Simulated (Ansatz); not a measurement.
# BN: the cost of one run

Computed with Ansatz 0.2.0 (DFT PBE, scalar-relativistic, plane waves, PAW, unless a step's input says otherwise).

## Step 1: The starting structure

The structure is cubic, space group P4_132 (No. 213). Conventional cell: a = 4.019 Å, b = 4.019 Å, c = 4.019 Å, α = 90.00°, β = 90.00°, γ = 90.00°. B (site symmetry 32) has 3 N at 1.42 Å as nearest neighbours. N (site symmetry 32) is surrounded by 3 B at 1.42 Å.

Coordinates:

```cif
data_structure
_symmetry_space_group_name_H-M 'P 1'
_symmetry_Int_Tables_number 1
_cell_length_a 4.0186
_cell_length_b 4.0186
_cell_length_c 4.0186
_cell_angle_alpha 90.000
_cell_angle_beta 90.000
_cell_angle_gamma 90.000
_cell_volume 64.90
loop_
_atom_site_label
_atom_site_type_symbol
_atom_site_fract_x
_atom_site_fract_y
_atom_site_fract_z
_atom_site_occupancy
B1 B 0.87500 0.87500 0.87500 1
B2 B 0.62500 0.12500 0.37500 1
B3 B 0.12500 0.37500 0.62500 1
B4 B 0.37500 0.62500 0.12500 1
N1 N 0.37500 0.37500 0.37500 1
N2 N 0.12500 0.62500 0.87500 1
N3 N 0.62500 0.87500 0.12500 1
N4 N 0.87500 0.12500 0.62500 1
```

A structure generator made this guess: 3-connected net, two elements alternating (P4_132, No. 213). The dimensions are guesses.

## Step 2: A first look at the guess

File input.yaml:

```yaml
crystal:
  lattice:
    - [4.01862926, 0.0, 0.0]
    - [0.0, 4.01862926, 0.0]
    - [0.0, 0.0, 4.01862926]
  atoms:
    - { symbol: B, position: [0.875, 0.875, 0.875] }
    - { symbol: B, position: [0.625, 0.125, 0.375] }
    - { symbol: B, position: [0.125, 0.375, 0.625] }
    - { symbol: B, position: [0.375, 0.625, 0.125] }
    - { symbol: "N", position: [0.375, 0.375, 0.375] }
    - { symbol: "N", position: [0.125, 0.625, 0.875] }
    - { symbol: "N", position: [0.625, 0.875, 0.125] }
    - { symbol: "N", position: [0.875, 0.125, 0.625] }
basis:
  ecutwfc: 420
kpoints:
  mp_grid: { grid: [4, 4, 4] }
hamiltonian:
  xc: pbe
scf:
  occupations: { method: gaussian, width: 0.1 }
  lower_state_search: "off"
output:
  forces: true
  stress: true
  eigenvalues: true
```

Launch:

```
> ansatz run input.yaml --threads 1 --pin off --max-ram 2560MiB --backend cpu --events-out ev --progress --plain --runs-dir out
```

Q: Estimate wall time and peak memory on 1 thread of Arm Neoverse V1, shared host.

About 2 s, with a peak of 0.26 GiB.
